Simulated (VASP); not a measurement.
A VASP calculation is set up with these files.

**INCAR**
```
# general
SYSTEM = Li3N
PREC   = Accurate
ENCUT  = 600
LREAL  = .FALSE.
LASPH  = .TRUE.

# electronic loop
EDIFF  = 1E-7
NELM   = 100
ALGO   = Normal   # blocked Davidson

# smearing
ISMEAR = 0   # Gaussian
SIGMA  = 0.05

# functional
GGA    = PE

# ions
ISIF   = 2   # forces and stress, cell fixed

# output
LWAVE  = .FALSE.
LCHARG = .FALSE.
```

### POSCAR
```
Li3N
1.0
  1.8163155034  -3.1459510067   0.0000000000
  1.8163155034   3.1459510067   0.0000000000
  0.0000000000   0.0000000000   3.8662002627
Li N
3 1
Cartesian
  1.8163155034   1.0486524329   3.8662002627
  1.8163155034  -1.0486524329   0.0000000000
  0.0000000000   0.0000000000   2.0081001315
  0.0000000000   0.0000000000   0.0000000000
```

**KPOINTS**
```
K-points
0
Gamma
 6 6 6
0 0 0
```

POTCAR, in this order: Li_sv N (PBE.64 set). Program: vasp_std.

Translate this PBE calculation to Ansatz.

One equivalent input (not run):
Ansatz 0.2 input:
```yaml
crystal:
  lattice:
    - [1.8163155, -3.1459510, 0.0000000]
    - [1.8163155, 3.1459510, 0.0000000]
    - [0.0000000, 0.0000000, 3.8662003]
  atoms:
    - { symbol: Li, position: [0.3333330, 0.6666670, 1.0000000] }
    - { symbol: Li, position: [0.6666670, 0.3333330, 0.0000000] }
    - { symbol: Li, position: [0.0000000, 0.0000000, 0.5193989] }
    - { symbol: N, position: [0.0000000, 0.0000000, 0.0000000] }
kpoints:
  mp_grid: { grid: [6, 6, 6] }
hamiltonian:
  xc: pbe
  pseudopotentials: { kind: paw }
scf:
  occupations: { method: gaussian, width: 0.05 }
  max_iter: 100
output: { forces: true, stress: true, eigenvalues: true }
```
What does not carry over: each code has its own PAW files, so the cut-off isn't converted (ENCUT is set for VASP's; basis.ecutwfc is left out, and Ansatz then takes the one that its files recommend); Ansatz stops its SCF on the density residual and VASP on the energy change (EDIFF).

The compound is Li3N in the alpha structure. This cell was strained or had an atom moved on purpose.
